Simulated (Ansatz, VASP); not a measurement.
Two plane-wave programs on InP

```xyz
2
Lattice="0.0000 2.9531 2.9531 2.9531 0.0000 2.9531 2.9531 2.9531 0.0000" Properties=species:S:1:pos:R:3 pbc="T T T"
In    0.0000    0.0000    0.0000
P     1.4766    1.4766    1.4766
```

The cell was built by a generator and isn't the measured one.

Alike in both runs: task single point; functional LDA; k mesh 6 × 6 × 6; occupations gaussian, width 0.05 eV; no spin polarisation.

|  | VASP | Ansatz |
| --- | --- | --- |
| version | VASP 6.6.1 | Ansatz 0.2.0 |
| potentials or method | VASP PAW LDA potentials, release 64 (In_d, P) | scalar-relativistic, plane waves, PAW |
| plane-wave cutoff (eV) | 520 | 420 |
| valence electrons in the cell | 18 | 18 |

```tsv
	VASP	Ansatz	Ansatz less VASP
gap on the k mesh at the Fermi level (eV)	0.38	0.35	-0.029
least direct gap on the mesh (eV)	0.38	0.35	-0.029
pressure (GPa)	-2.6	-2.7	-0.01
```

Caveats: spin-orbit coupling is left out, which moves the levels of the heavy elements.
